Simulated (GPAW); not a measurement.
Set up this calculation in GPAW 26.7.0, as an ASE script.

```
Task                : equation of state
Functional          : BP86
Dispersion          : D4
Potentials or basis : PAW data sets generated in the run's folder for this functional
Cutoff              : 800 eV
Basis               : pw
k mesh              : 10 × 10 × 10
Occupations         : fermi-dirac, width 0.05 eV
Spin                : no spin polarisation
Maxiter             : 150
Eos scales          : [0.94, 0.96, 0.98, 1.0, 1.02, 1.04, 1.06]
```

The system is C.

```
C
1.0
     0.00000    1.78337    1.78337
     1.78337    0.00000    1.78337
     1.78337    1.78337    0.00000
C
2
Direct
  0.25000 0.25000 0.25000
  0.00000 0.00000 0.00000
```

This isn't the form of C at room conditions, which is graphite.

These files were run (other wordings do the same):

run.py

```python
from ase.calculators.mixing import SumCalculator
from ase.eos import EquationOfState
from ase.io import Trajectory
from ase.spacegroup import crystal
from ase.units import GPa
from dftd4.ase import DFTD4
from gpaw import GPAW, PW, setup_paths

setup_paths.insert(0, '.')

# C 8a
atoms = crystal(['C'],
                basis=[[0.25, 0.25, 0.25]],
                spacegroup=227, setting=1,  # Fd-3m
                cellpar=[3.56674, 3.56674, 3.56674, 90.0, 90.0, 90.0],
                primitive_cell=True)

traj = Trajectory('eos.traj', 'w')
volumes, energies = [], []
for x in [0.94, 0.96, 0.98, 1.0, 1.02, 1.04, 1.06]:
    a = atoms.copy()
    a.set_cell(atoms.cell * x**(1 / 3), scale_atoms=True)
    calc = GPAW(mode=PW(800),
                xc='GGA_X_B88+GGA_C_P86',
                kpts={'size': (10, 10, 10), 'gamma': True},
                occupations={'name': 'fermi-dirac', 'width': 0.05},
                nbands=11,
                convergence={'density': 1e-05, 'energy': 1e-05},
                maxiter=150,
                txt=f'eos-{x:.2f}.txt')
    a.calc = SumCalculator([calc, DFTD4(method='bp')])
    energies.append(a.get_potential_energy())
    volumes.append(a.get_volume())
    p = -a.get_stress()[:3].mean() / GPa
    calc.write(f'eos-{x:.2f}.gpw')
    traj.write(a)
    print(f'{x:.2f} {volumes[-1]:10.4f} A^3 {energies[-1]:14.6f} eV {p:9.3f} GPa', flush=True)

v0, e0, B = EquationOfState(volumes, energies, eos='birchmurnaghan').fit()
print(f'V0 = {v0:.4f} A^3, E0 = {e0:.6f} eV, B0 = {B / GPa:.2f} GPa')
```

Potentials or basis: PAW data sets generated in the run's folder for this functional, pw.

Launch:

```console
$ gpaw-setup -f GGA_X_B88+GGA_C_P86 C
$ OMP_NUM_THREADS=1 python run.py
```

Results of the run:

```json
{"Equilibrium volume": "5.63 Å³/atom", "Bulk modulus": "440 GPa", "Pressure derivative of the bulk modulus": "3.8"}
```

Run time: 81 s on 1 thread of Arm Neoverse V2, with other jobs on the host, peak memory 0.19 GiB.
